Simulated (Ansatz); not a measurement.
# CaSe: the cost of one run

Computed with Ansatz 0.2.0 (DFT PBE, scalar-relativistic, plane waves, PAW, unless a step's input says otherwise).

The COD entry's cell or inner coordinates are ideal or old and differ from later refinements, so a difference from it is no clean test against experiment.

1 further run of the same task is left out (set aside as unsound or not needed).

### 1 The system as given

It takes space group Fm-3m (No. 225, cubic). Conventional cell: a = 5.959 Å, b = 5.959 Å, c = 5.959 Å, α = 90.00°, β = 90.00°, γ = 90.00°. Ca (site symmetry m-3m) has 6 Se at 2.98 Å as nearest neighbours. Around Se (site symmetry m-3m) lie 6 Ca at 2.98 Å.

Coordinates:

```xyz
2
Lattice="0.0000 2.9794 2.9794 2.9794 0.0000 2.9794 2.9794 2.9794 0.0000" Properties=species:S:1:pos:R:3 pbc="T T T"
Ca    0.0000    0.0000    0.0000
Se    2.9794    2.9794    2.9794
```

It is the result of an earlier relaxation at this level (volume 26.45 Å³/atom; gap on the mesh: 2.08 eV).

### 2 Relaxing to 0.001 eV/Å

The response runs start from a cell at rest, found with their own mesh and filling of the bands.

Input file input.yaml:

```yaml
crystal:
  lattice:
    - [0.0, 2.9793658632, 2.9793658632]
    - [2.9793658632, 0.0, 2.9793658632]
    - [2.9793658632, 2.9793658632, 0.0]
  atoms:
    - { symbol: Ca, position: [0.0, 0.0, 0.0] }
    - { symbol: Se, position: [0.5, 0.5, 0.5] }
basis:
  ecutwfc: 420
kpoints:
  mp_grid: { grid: [8, 8, 8] }
hamiltonian:
  xc: pbe
scf:
  occupations: { method: fixed }
output:
  forces: true
  stress: true
  eigenvalues: true
relax:
  adjacent_minimum: "off"
  f_tol: 0.001
  max_steps: 60
  cell: { stress_tol: 0.01 }
```

On the command line:

```console
$ ansatz run input.yaml --threads 1 --pin off --max-ram 2560MiB --backend cpu --events-out ev --progress --plain --runs-dir out
```

**Question.** How long does this run take on 1 thread of Intel Xeon 6975P-C (Granite Rapids), shared host, and how much memory does it need?

About 3 s, with a peak of 0.39 GiB.
